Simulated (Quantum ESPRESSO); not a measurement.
Moving the strain (εxy = 0.5 s) in Li

```
Li
1.0
    -1.75465    1.75465    1.75465
     1.75465   -1.75465    1.75465
     1.75465    1.75465   -1.75465
Li
1
Direct
  0.00000 0.00000 0.00000
```

Kept alike: task single point; functional PBE; k mesh 11 × 11 × 11; occupations fermi-dirac, width 0.05 eV; no spin polarisation. Program: Quantum ESPRESSO, SSSP 1.3 efficiency PBE, cutoff 748 eV. The mesh is that of the run's cell of 1 atom. No spin-orbit coupling.

| s | stress xy (GPa) | free energy over the lowest row (meV/atom) |
| --- | --- | --- |
| -0.02 | 0.23 | 0.30 |
| -0.01 | 0.11 | 0.07 |
| 0 | 0.00 | 0.00 |
| 0.01 | -0.11 | 0.07 |
| 0.02 | -0.23 | 0.30 |

Stress is positive in compression; the values hold the error of the finite cutoff, so their zero can differ a little from the energy's minimum. The cell shown is the unstrained one; x, y and z are its Cartesian axes; atoms keep their fractions. For a metal such a mesh leaves the last digits unconverged. Shear stress takes the same sign, opposite to σ = Cε, so its slope is minus the stiffness.

The stress xy falls from 0.23 to -0.23 GPa between -0.02 and 0.02. A parabola through the five rows nearest s = 0 has a slope of -12 GPa per unit of s at s = 0, so the stiffness that links it to this strain is about 12 GPa; the fractions stay fixed. The free energy is lowest at 0, and 0.30 meV an atom higher at -0.02; 0.02.
